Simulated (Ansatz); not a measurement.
MoS2:

```
CELL_PARAMETERS angstrom
1.58550 0.91539 6.11500
-1.58550 0.91539 6.11500
0.00000 -1.83078 6.11500
ATOMIC_POSITIONS crystal
Mo 0.00000 0.00000 0.00000
S 0.25000 0.25000 0.25000
S 0.75000 0.75000 0.75000
```

Measurements of this composition are mostly on another form, of space group No. 194.

| Item | Value |
| --- | --- |
| Program | Ansatz 0.2.0 |
| Task | relaxation of cell and atoms |
| Functional | PBE |
| Potentials or basis | Ansatz PAW |
| Cutoff | 420 eV (not typed: the program's choice for these potentials) |
| k mesh | 10 × 10 × 10 |
| Occupations | fermi-dirac, width 0.05 eV |
| Spin | no spin polarisation |

At the start: volume 17.75 Å³/atom.

How do energy, volume and symmetry change on relaxing?

It ends after 11 steps and the volume is 19.87 Å³/atom (+12.0 %); space group R-3m (No. 166, to 0.05 Å).

The path:
| step | energy change (eV) | largest force (eV/Å) | volume (Å³) |
| --- | --- | --- | --- |
| 1 | 0.0000 | 1.0053 | 53.25 |
| 2 | -0.0798 | 0.1320 | 56.37 |
| 3 | -0.0851 | 0.0046 | 57.17 |
| 4 | -0.0870 | 0.0271 | 58.00 |
| 5 | -0.0874 | 0.0282 | 58.71 |
| 6 | -0.0874 | 0.0129 | 58.98 |
| 7 | -0.0874 | 0.0004 | 58.99 |
| 8 | -0.0886 | 0.0006 | 58.99 |
| 9 | -0.0887 | 0.0001 | 59.28 |
| 10 | -0.0887 | 0.0013 | 59.62 |
| 11 | -0.0888 | 0.0013 | 59.62 |

Final structure:
```
Mo S
1.0
     1.59475    0.92073    6.76784
    -1.59475    0.92073    6.76784
     0.00000   -1.84145    6.76784
Mo S
1 2
Direct
  0.00000 0.00000 0.00000
  0.25521 0.25521 0.25521
  0.74479 0.74479 0.74479
```

Caveat: the plane-wave basis is chosen anew once the cell has moved, so the energies of steps on either side of that aren't comparable.
